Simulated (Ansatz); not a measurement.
# Straining WS2

Level of theory: DFT PBE+D3(BJ), scalar-relativistic, plane waves, PAW (Ansatz). Run with 420 eV cutoff, 12×12×4 k-mesh, Gaussian smearing of 0.02 eV, no spin polarisation.

The relaxed crystal:

```
CELL_PARAMETERS angstrom
3.15416 0.00000 0.00000
-1.57708 2.73158 0.00000
0.00000 0.00000 12.14547
ATOMIC_POSITIONS crystal
W 0.33333 0.66667 0.75002
W 0.66667 0.33333 0.24998
S 0.33333 0.66667 0.12032
S 0.66667 0.33333 0.62037
S 0.33333 0.66667 0.37963
S 0.66667 0.33333 0.87968
```

Deformation: all cell vectors scaled alike, the atoms relaxed, all within the symmetry that the strain leaves. Energies are extrapolated to zero smearing. Gaps are Kohn–Sham gaps over the whole zone.

Spin-orbit coupling is left out, which matters for the bands and energies of heavy elements.

**Question.** Give the structure at +3.0 %.

**Answer.**
```
CELL_PARAMETERS angstrom
3.24878 0.00000 0.00000
-1.62439 2.81353 0.00000
0.00000 0.00000 12.50984
ATOMIC_POSITIONS crystal
W 0.33333 0.66667 0.75000
W 0.66667 0.33333 0.25000
S 0.33333 0.66667 0.12642
S 0.66667 0.33333 0.62642
S 0.33333 0.66667 0.37358
S 0.66667 0.33333 0.87358
```
Space group P6_3/mmc (194), 32.2 meV/atom over the relaxed crystal.